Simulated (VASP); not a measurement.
# SiO2 (Stishovite): convergence with the number of MPI ranks and plane-wave cutoff, part 3 of 3

A convergence test on SiO2 (Stishovite): the number of MPI ranks and plane-wave cutoff. The series runs use PBEsol. The start is a cell from a database of measured crystal structures.

VASP 6.6.1; PBEsol; plane waves and PAW (Si, O).

So far. Step 12 (Plane-wave cutoff: ENCUT = 520): Against the run before the energy moves by +2.18 meV an atom and the pressure by +1.19 GPa, after 12 cycles in 2.8 s.

## Step 13: Plane-wave cutoff: ENCUT = 640 (continued)

OUTCAR, selected parts (step 13):

```text
  Total        1.0823671      1.0823671      1.7625955      0.0000000      0.0000000      0.0000000
  in kB       37.2875647     37.2875647     60.7214457      0.0000000      0.0000000      0.0000000
  external PRESSURE =      45.0988584 kB  Pullay stress =       0.0000000 kB

 POSITION                                       TOTAL-FORCE (eV/Angst)
 -----------------------------------------------------------------------------------
      0.00000      0.00000      0.00000         0.000000      0.000000      0.000000
      2.08865      2.08865      1.33260         0.000000      0.000000      0.000000
      1.27784      1.27784      0.00000        -0.060379     -0.060379     -0.000000
      0.81081      3.36649      1.33260         0.060379     -0.060379     -0.000000
      2.89946      2.89946      0.00000         0.060379      0.060379      0.000000
      3.36649      0.81081      1.33260        -0.060379      0.060379      0.000000
 -----------------------------------------------------------------------------------
    total drift:                                0.000000      0.000000     -0.000000

  FREE ENERGIE OF THE ION-ELECTRON SYSTEM (eV)
  ---------------------------------------------------
  free  energy   TOTEN  =       -48.9887411399 eV

  energy  without entropy=      -48.9887411398  energy(sigma->0) =      -48.98874114

[... 1 part as in an earlier step ...]

[... 2 further parts left out ...]
[key lines of the parts left out:]
E-fermi :   9.2333
```

Against the run before the energy moves by -3.39 meV an atom and the pressure by -0.48 GPa, after 12 cycles in 3.8 s.

## Step 14: Plane-wave cutoff: ENCUT = 800

Contents of INCAR:

```
SYSTEM = SiO2
PREC = Accurate
ENCUT = 800
EDIFF = 1E-06
NELM = 100
ISMEAR = -1
SIGMA = 0.05
LREAL = .FALSE.
ALGO = Normal
GGA = PS
NBANDS = 22
LORBIT = 11
LWAVE = .FALSE.
LCHARG = .FALSE.
KPAR = 8
ISIF = 2
```

Contents of POSCAR:

```
SiO2
1.0
    4.1773000000      0.0000000000      0.0000000000
    0.0000000000      4.1773000000      0.0000000000
    0.0000000000      0.0000000000      2.6652000000
Si O
2 4
Direct
    0.0000000000      0.0000000000      0.0000000000
    0.5000000000      0.5000000000      0.5000000000
    0.3059000000      0.3059000000      0.0000000000
    0.1941000000      0.8059000000      0.5000000000
    0.6941000000      0.6941000000      0.0000000000
    0.8059000000      0.1941000000      0.5000000000
```

Contents of KPOINTS:

```
Automatic mesh
0
Gamma
5 5 7
0 0 0
```

Potentials, in the order of the species: Si and O (PBE family, release 64).

Run with:

```sh
mpirun -np 8 vasp_std
```

The program printed:

```text
[... set-up lines as in an earlier step ...]
 entering main loop
       N       E                     dE             d eps       ncg     rms          rms(c)
DAV:   1     0.199866986080E+03    0.19987E+03   -0.23249E+04  1056   0.200E+03
DAV:   2    -0.439285097448E+02   -0.24380E+03   -0.23208E+03  1400   0.363E+02
DAV:   3    -0.531505349421E+02   -0.92220E+01   -0.91817E+01  1338   0.692E+01
DAV:   4    -0.532206084673E+02   -0.70074E-01   -0.70038E-01  1326   0.686E+00
[...]
DAV:  10    -0.490020313564E+02   -0.10063E-03   -0.32114E-04  1266   0.148E-01    0.363E-02
DAV:  11    -0.490020137118E+02    0.17645E-04   -0.68603E-05  1320   0.619E-02    0.751E-03
DAV:  12    -0.490020137627E+02   -0.50885E-07   -0.54045E-06  1248   0.171E-02
   1 F= -.49002014E+02 E0= -.49002014E+02  d E =-.111933E-10
```

The job ended after 6 s (8 MPI ranks of Intel Xeon 6975P-C (Granite Rapids), shared host; peak memory 1.7 GiB; 42 s of CPU time).

Parts of OUTCAR (step 14):

```text
  Total        1.2105785      1.2105785      1.8928863      0.0000000      0.0000000      0.0000000
  in kB       41.7044498     41.7044498     65.2099662      0.0000000      0.0000000      0.0000000
  external PRESSURE =      49.5396220 kB  Pullay stress =       0.0000000 kB

 POSITION                                       TOTAL-FORCE (eV/Angst)
 -----------------------------------------------------------------------------------
      0.00000      0.00000      0.00000         0.000000      0.000000      0.000000
      2.08865      2.08865      1.33260         0.000000      0.000000      0.000000
      1.27784      1.27784      0.00000        -0.060316     -0.060316      0.000000
      0.81081      3.36649      1.33260         0.060316     -0.060316      0.000000
      2.89946      2.89946      0.00000         0.060316      0.060316      0.000000
      3.36649      0.81081      1.33260        -0.060316      0.060316      0.000000
 -----------------------------------------------------------------------------------
    total drift:                               -0.000000      0.000000     -0.000000

  FREE ENERGIE OF THE ION-ELECTRON SYSTEM (eV)
  ---------------------------------------------------
  free  energy   TOTEN  =       -49.0020137627 eV

  energy  without entropy=      -49.0020137627  energy(sigma->0) =      -49.00201376

[... 1 part as in an earlier step ...]

[... 2 further parts left out ...]
[key lines of the parts left out:]
E-fermi :   9.2332
```

Against the run before the energy moves by -2.21 meV an atom and the pressure by +0.44 GPa, after 12 cycles in 6 s.

## Step 15: The plane-wave cutoff series as a table

This step: convergence of PBEsol results with the cutoff; plane waves and PAW (VASP 6.6.1).

This step runs nothing: it gathers the runs above.

Differences are taken from the run with ENCUT = 800. Results of the series, by row:

```
    setting     status  energy less the reference (meV/atom)  pressure (GPa)  largest force difference (meV/Å)  gap (eV)  SCF cycles  wall time (s)
ENCUT = 240  converged                                -294.4          -153.7                             111.8     5.048          12            1.8
ENCUT = 300  converged                                  -133          -57.82                             51.01     5.443          12            1.6
ENCUT = 360  converged                                -14.75          -16.92                             20.99      5.56          12              2
ENCUT = 400  converged                                -3.875          -3.863                             16.84     5.571          12            2.4
ENCUT = 460  converged                                 3.419           3.805                             0.021     5.584          12            2.6
ENCUT = 520  converged                                 5.602           4.993                             0.907     5.583          12            2.8
ENCUT = 640  converged                                 2.212            4.51                             0.063     5.585          12            3.8
ENCUT = 800  converged                                     0           4.954                                 0     5.587          12              6
```

## Step 16: Outcome

```json
{
  "wall time from fewest to most ranks": "7.2 s to 2.6 s",
  "plane-wave cutoff from which the energy stays within 10 meV/atom of the reference": "ENCUT = 400",
  "plane-wave cutoff from which the energy stays within 1 meV/atom of the reference": "none before the reference itself",
  "plane-wave cutoff from which the pressure stays within 0.2 GPa of the reference": "none before the reference itself",
  "spread of the pressure over the plane-wave cutoff": "159 GPa",
  "spread of the energy over the plane-wave cutoff": "300 meV/atom"
}
```

On 8 ranks the run uses the cores at 35 % of the efficiency of 1. No run before the reference (ENCUT = 800) settles within 1 meV an atom of it; the nearest step is off by +2.2 meV an atom, -0.44 GPa, 0.1 meV/Å in forces. The pressure doesn't settle within 0.2 GPa before the reference. These cutoffs are 0.6 to 2 times the default of the data sets, about 400 eV; at the default the run is off by -3.9 meV an atom, -8.82 GPa, 16.8 meV/Å in forces, and at 1.3 times by +5.6 meV an atom, +0.04 GPa, 0.9 meV/Å in forces. Energy differences between like cells converge faster than these totals. Differences are taken from the run with ENCUT = 800, which is itself not the exact limit. Going from 1 ranks to 8 ranks shortens the run by a factor of 2.8; on a shared host such times are rough. The runs at ENCUT = 240; ENCUT = 300; ENCUT = 360; ENCUT = 400 are over 30 meV an atom or 2 GPa off and describe the material poorly.

[Lines on the potential files, build, host, timing and source positions are cut from VASP's logs without a mark.]

[Logs are printed without paths, hosts, clocks, repeated set-up lines and the standing remarks that a program may print on its own settings, such as how far it seeks lower states.]

[Hosts, paths, dates, database ids (printed as entryN), source tags and the programs' standing remarks are cut or masked in the printed files.]

[A measured line is paired with the nearest computed mode of its activity, which favours agreement.]
